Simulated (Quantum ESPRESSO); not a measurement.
TiO under changes of volume

One of the cells (12.880 Å³/atom); the others are scaled copies at fixed shape and fractional positions:

```
Ti O
1.0
     3.03100    0.00000    0.00000
    -1.51550    2.62492    0.00000
     0.00000    0.00000    3.23770
Ti O
1 1
Cartesian
  1.5155 0.8750 0.0000
  0.0000 0.0000 1.6188
```

```yaml
Program: Quantum ESPRESSO 7.5
Functional: LDA
Potentials_or_basis: GBRV 1.5 LDA
Cutoff: 612 eV
Density_cutoff: 4898 eV
k_mesh: 10 × 10 × 8
Occupations: fermi-dirac, width 0.05 eV
Spin: no spin polarisation
```

| volume (Å³/atom) | energy over the lowest point (meV/atom) | pressure (GPa) |
| --- | --- | --- |
| 12.107 | 0.00 | -42.4 |
| 12.365 | 68.84 | -43.4 |
| 12.622 | 139.24 | -44.3 |
| 12.880 | 210.93 | -45.0 |
| 13.137 | ? | ? |
| 13.395 | 357.02 | -45.9 |
| 13.653 | 430.99 | -46.2 |

Question: What does the run at 13.137 Å³/atom give?

Answer: Energy over the lowest point 283.62 meV/atom; pressure -45.5 GPa.

Worked out: A Birch-Murnaghan fit of order 3 (a polynomial in V^(-2/3)) to the other rows has no minimum within the range. It gives 283.50 meV/atom at 13.137 Å³/atom, against the run's 283.62, and -dE/dV = -45.5 GPa, against -45.5.

Energies are extrapolated to zero smearing.

Caveats: the cell as given lies far from equilibrium.
